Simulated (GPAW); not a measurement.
Au, 1 atom in the cell. The structure is cubic, space group Fm-3m (No. 225). The conventional cell has a = 4.070 Å, b = 4.070 Å, c = 4.070 Å, α = 90.00°, β = 90.00°, γ = 90.00°. Au (site symmetry m-3m) has 12 Au at 2.88 Å as nearest neighbours. 

```yaml
Program: GPAW 26.7.0
Task: equation of state
Functional: PBE
Potentials_or_basis: GPAW PAW data sets (gpaw-data 1.2.1)
Cutoff: 600 eV
Basis: pw
k_mesh: 11 × 11 × 11
Occupations: fermi-dirac, width 0.05 eV
Spin: no spin polarisation
Hubbard_terms: Au d U = 3.5 eV
Maxiter: 150
Eos_scales: "[0.94, 0.96, 0.98, 1.0, 1.02, 1.04, 1.06]"
```

Potentials or basis: GPAW PAW data sets (gpaw-data 1.2.1), pw.

Command:

```console
$ OMP_NUM_THREADS=1 python run.py
```

Hardware: 1 thread of Arm Neoverse V1, with other jobs on the host.

Estimate the wall time of this run.

Run time: 71 s on 1 thread of Arm Neoverse V1, with other jobs on the host, peak memory 0.18 GiB. Counts: scf iterations 56, plane waves 538, bands 14, k points 56.
